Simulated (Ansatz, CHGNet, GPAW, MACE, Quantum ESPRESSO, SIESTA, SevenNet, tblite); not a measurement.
## AlN/GaN superlattice along [0001] (64 atoms): runs against a plane-wave reference

The cell holds 64 atoms: 24 Al, 32 N and 8 Ga. Cell: a = 6.378 Å, b = 6.378 Å, c = 19.950 Å, α = 90.0°, β = 90.0°, γ = 120.0°. Wurtzite lattice with in-plane constant 3.189 Å; 3 periods of AlN and 1 of GaN along [0001], 2 x 2 in-plane cells; the two parts stretched along z by 0.9492 and 1.0; every coordinate displaced by a Gaussian of 0.02 Å. Then every atom was moved at random, 0.02 Å r.m.s. a Cartesian component. Regions: AlN, 48 atoms (24 Al and 24 N); GaN, 16 atoms (8 Ga and 8 N).

Geometry: as built.

The reference, a calculation:

| Item | Value |
| --- | --- |
| method | Kohn-Sham DFT, PBE, GBRV 1.5 ultrasoft pseudopotentials, plane waves (Quantum ESPRESSO 7.5); gbrv-pbe-1.5, cutoffs 40/200 Ry, Γ point |
| r.m.s. force component | 0.9268 eV/Å |
| longest force | 5.008 eV/Å |
| pressure | 1.533 GPa |
| gap (highest filled to lowest empty level) | 2.537 eV |
| time | 6 min on 2 MPI ranks of Arm Neoverse N1, shared host |
| CPU time | 12 min |

**Question.** The same geometry is run in other programs. How far does each lie from the reference, and what does it cost?
- GPAW PBE, LCAO szp(dzp), h 0.18 Å (GPAW 26.7.0; 1 thread)
- GPAW PBE, LCAO dzp, h 0.22 Å (GPAW 26.7.0; 1 thread)
- SevenNet l3i5 potential (SevenNet l3i5; 1 thread)
- SIESTA PBE, DZP, shift 0.01 Ry, mesh 500 Ry (SIESTA 5.4.2; 2 MPI ranks)
- CHGNet 0.3.0 potential (CHGNet 0.3.0; 1 thread)
- GPAW PBE, LCAO dzp, h 0.18 Å (GPAW 26.7.0; 1 thread)
- tblite GFN1-xTB (tblite 0.8.0; 1 thread)
- GPAW PBE, LCAO sz(dzp), h 0.18 Å (GPAW 26.7.0; 1 thread)
- SIESTA PBE, SZ, shift 0.01 Ry, mesh 500 Ry (SIESTA 5.4.2; 1 thread)
- GPAW PBE, grid h 0.18 Å (GPAW 26.7.0; 2 MPI ranks)

Differences are against the plane-wave reference, forces as r.m.s. over components; share is that over the reference's r.m.s. force, slope the least-squares factor from reference forces to these. Total energies of different programs have different zeros and aren't compared.

```
                                                run  Δ force, r.m.s. (meV/Å)  share (%)  slope  Δ pressure (GPa)  Δ gap (eV)  cores  CPU time  memory (GiB)
                                          reference                        -          -      -                 -           -      2    12 min          0.73
         GPAW PBE, LCAO szp(dzp), h 0.18 Å (coarse)                      309       33.4  1.264                 -       0.272      1     6 min           1.3
              GPAW PBE, LCAO dzp, h 0.22 Å (coarse)                      405       43.7  1.323                 -      0.0185      1   4.2 min          0.72
                            SevenNet l3i5 potential                      151       16.3  0.940             -1.64           -      1      15 s           1.4
        SIESTA PBE, DZP, shift 0.01 Ry, mesh 500 Ry                     55.9       6.03  1.051              1.34      0.0755      2    23 min           2.2
                             CHGNet 0.3.0 potential                      305       32.9  0.700             -2.41           -      1     5.3 s          0.86
                       GPAW PBE, LCAO dzp, h 0.18 Å                      279       30.1  1.234                 -     -0.0205      1   8.2 min           1.4
                                    tblite GFN1-xTB                      518       55.9  0.586              26.9           -      1      11 s          0.12
          GPAW PBE, LCAO sz(dzp), h 0.18 Å (coarse)                      336       36.2  1.296                 -      -0.167      1   1.7 min          0.96
SIESTA PBE, SZ, shift 0.01 Ry, mesh 500 Ry (coarse)                      226       24.4  1.141              15.5      -0.174      1   3.8 min          0.88
                            GPAW PBE, grid h 0.18 Å                      208       22.4  1.169                 -      0.0809      2   6.7 min           1.5
```

Rows marked coarse were listed beforehand as settings not expected to be converged; some can still land near the reference.

Times of the machine-learned potentials are mostly Python's start and the loading of weights.

CPU time is summed over cores on a shared host, where runs went side by side, so it is rough. Symmetry, cutoffs, thresholds, outputs and thread counts weren't matched or tuned between programs; memory under MPI is the largest rank's times the ranks.

PBE on plane waves or a grid with other potentials, cutoffs or grids, coarse settings apart, differs from the reference by 22 % (GPAW PBE, grid h 0.18 Å) of the r.m.s. force; potentials, valence shells or grid differ, and the table alone doesn't part them. The PBE runs in local orbitals, coarse settings apart, differ by 6.0 % (SIESTA PBE, DZP, shift 0.01 Ry, mesh 500 Ry) to 30 % (GPAW PBE, LCAO dzp, h 0.18 Å); basis, grid and potentials can all enter. Tight binding differs by 56 % (tblite GFN1-xTB); it is another model, with fitted parameters of its own, and the xTB methods hold dispersion. Machine-learned potentials differ by 16 % (SevenNet l3i5 potential) to 33 % (CHGNet 0.3.0 potential); they were trained on other programs' data. Among those trained on PBE data the slope goes as low as 0.70, which softening far from their training structures can give, though the reference's k-sampling is untested too. Periodic xTB results under one method name differ between programs and library versions. Machine-learned potentials mimic data converged in k, so the reference's own k-point error enters their differences. The electronic-structure runs sample only Γ, in a cell whose shortest periodic width is 6 Å.

[Logs are printed without paths, hosts, clocks, repeated set-up lines and the standing remarks that a program may print on its own settings, such as how far it seeks lower states.]

[Hosts, paths, dates, database ids (printed as entryN), source tags and the programs' standing remarks are cut or masked in the printed files.]
